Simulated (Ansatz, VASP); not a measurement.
**Two plane-wave programs on Sb**

Contents of INCAR:

```
PREC = Accurate
ENCUT = 520
EDIFF = 1E-6
ISMEAR = 0
SIGMA = 0.15
LREAL = F
LASPH = T
NELM = 80
ALGO = Normal
ISIF = 2
LWAVE = F
LCHARG = F
GGA = PS
NBANDS = 8
```

The input KPOINTS:

```
regular mesh
0
Gamma
  16 16 16
```

POSCAR

```
Sb
1.0
    2.9072000000      0.0000000000      0.0000000000
    0.0000000000      2.9072000000      0.0000000000
    0.0000000000      0.0000000000      3.4128000000
Sb
1
Direct
    0.0000000000      0.0000000000      0.0000000000
```

Input for Ansatz:

```yaml
crystal:
  lattice:
    - [2.9072, 0.0, 0.0]
    - [0.0, 2.9072, 0.0]
    - [0.0, 0.0, 3.4128]
  atoms:
    - { symbol: Sb, position: [0.0, 0.0, 0.0] }
basis:
  ecutwfc: 420
kpoints:
  mp_grid: { grid: [16, 16, 16] }
hamiltonian:
  xc: pbesol
scf:
  occupations: { method: gaussian, width: 0.15 }
output:
  forces: true
  stress: true
  eigenvalues: true
```

Change from the starting cell: strain -0.080 along x and y, +0.080 along z, atoms carried along.

Alike in both runs: task single point; functional PBEsol; k mesh 16 × 16 × 16; occupations gaussian, width 0.15 eV; no spin polarisation.

|  | VASP | Ansatz |
| --- | --- | --- |
| version | VASP 6.6.1 | Ansatz 0.2.0 |
| potentials or method | VASP PAW PBE potentials, release 64 (Sb) | scalar-relativistic, plane waves, PAW |
| plane-wave cutoff (eV) | 520 | 420 |
| valence electrons in the cell | 5 | 15 |

|  | VASP | Ansatz | Ansatz less VASP |
| --- | --- | --- | --- |
| gap on the k mesh at the Fermi level (eV) | none | none | - |
| pressure (GPa) | 2.9 | 2.7 | -0.20 |
| largest component of the traceless stress (GPa) | 11.08 | 10.92 | -0.157 |

A gap of «none» marks a metal or a gap that the smearing closes. The two sets of potentials don't hold the same shells in valence.

Caveats: the PAW data sets were made with another functional, which shifts forces and pressure a little (VASP). The runs have no spin-orbit coupling, so splittings on Sb are missing.
